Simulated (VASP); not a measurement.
Here is a VASP 6.6.1 calculation.

File INCAR:

```
PREC = Accurate ; ENCUT = 520
EDIFF = 1E-6 ; ISMEAR = 0
SIGMA = 0.05 ; LREAL = False
LASPH = True ; NELM = 80
ALGO = Fast ; ISIF = 2
LWAVE = False ; LCHARG = False
GGA = PS ; NBANDS = 28
```

File KPOINTS:

```
regular mesh
0
Gamma
  6 6 4
```

Contents of POSCAR:

```
SnSe
1.0
    4.2853274191      0.0000000000      0.0000000000
    0.0000000000      4.2853274191      0.0000000000
    0.0000000000      0.0000000000     10.9906921300
Sn Se
2 2
Direct
    0.5000000000      0.0000000000      0.3790530660
    0.0000000000      0.5000000000      0.6345948460
    0.5000000000      0.0000000000      0.6160394900
    0.0000000000      0.5000000000      0.3839605100
```

Potentials or basis: VASP PAW PBE potentials, release 64 (Sn_d, Se).

Command:

```console
$ cat potpaw_PBE.64/Sn_d/POTCAR potpaw_PBE.64/Se/POTCAR > POTCAR
$ mpirun -np 1 vasp_std > vasp.out
```

Question: Predict the largest force.

Answer: 0.668 eV/Å.

Question: Estimate the band gap on the k mesh.

Answer: 1.42 eV, direct.

Forces in eV/Å, atoms in the order of the input:
```
Sn   0.000  0.000 -0.485
Sn   0.000  0.000 -0.543
Se   0.000  0.000  0.668
Se   0.000  0.000  0.359
```

Caveat: the PAW data sets were made with another functional, which shifts forces and pressure a little; spin-orbit coupling is left out, which moves the levels of the heavy elements.
